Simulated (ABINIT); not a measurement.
A run of ABINIT 10.8.3 (patched build) is set up as follows.

The input run.abi:

```
# Datasets: ground state, then fixed potential
ndtset 2

# Pseudopotentials
pp_dirpath "./"
pseudos "Ta_ONCV_PBE-1.2.upf, N_ONCV_PBE-1.2.upf"

# Structure
acell 5.9097083415 5.9097083415 5.9097083415
rprim
     0.0000000000     0.7071067812     0.7071067812
     0.7071067812     0.0000000000     0.7071067812
     0.7071067812     0.7071067812     0.0000000000
ntypat 2
znucl 73 7
natom 2
typat 1 2
xred
     0.5000000000     0.5000000000     0.5000000000
     0.0000000000     0.0000000000     0.0000000000

# Plane-wave basis
ecut 1360.569312 eV

# Exchange and correlation
ixc -212241
usekden 1

# Bands and occupations
occopt 3
tsmear 0.05 eV

# SCF cycle
nstep 100

# Output
iomode 3
prtwf 0
prteig 0
prtebands 0
enunit 1
prtden1 1
prtkden1 1

# Dataset 1
kptopt1 1
ngkpt1 10 10 10
nshiftk1 1
shiftk1 0.0 0.0 0.0
nband1 20
toldfe1 1.0e-8

# Dataset 2: bands along G-X-W-K-G-L-U-W-L-K
iscf2 -2
getden2 1
getkden2 1
nband2 24
nbdbuf2 2
tolwfr2 1.0e-12
kptopt2 -9
ndivsm2 8
prteig2 1
kptbounds2
     0.0000000000     0.0000000000     0.0000000000
     0.5000000000     0.0000000000     0.5000000000
     0.5000000000     0.2500000000     0.7500000000
     0.3750000000     0.3750000000     0.7500000000
     0.0000000000     0.0000000000     0.0000000000
     0.5000000000     0.5000000000     0.5000000000
     0.6250000000     0.2500000000     0.6250000000
     0.5000000000     0.2500000000     0.7500000000
     0.5000000000     0.5000000000     0.5000000000
     0.3750000000     0.3750000000     0.7500000000
```

Potentials or basis: SG15 NC PBE v1.2.

The run is started by

```console
$ abinit run.abi > log 2>&1
```

Q: Estimate the pressure.

A: -7.1 GPa.

Q: What does it give for the band gap on the k mesh?

A: None (metal or under the smearing width).

Levels at the corners of the path, in eV from the Fermi level:
```tsv
point	band 14	band 15	band 16	band 17	band 18	band 19
Γ	-3.82	-3.82	-2.09	-2.09	-2.09	0.11
X	-5.43	-4.66	-4.66	2.13	3.44	3.44
W	-6.83	-6.83	-0.21	-0.21	3.45	3.95
K	-6.87	-6.16	-2.23	2.39	2.48	4.45
Γ	-3.82	-3.82	-2.09	-2.09	-2.09	0.11
L	-7.53	-7.53	1.84	1.84	1.92	3.62
U	-6.87	-6.16	-2.23	2.39	2.48	4.45
W	-6.83	-6.83	-0.21	-0.21	3.45	3.95
L	-7.53	-7.53	1.84	1.84	1.92	3.62
K	-6.87	-6.16	-2.23	2.39	2.48	4.45
```

Caveat: the highest band is partly filled, so the run has too few bands; the potentials were made for another functional, which shifts forces and pressure; spin-orbit coupling is left out, which moves the levels of the heavy elements.
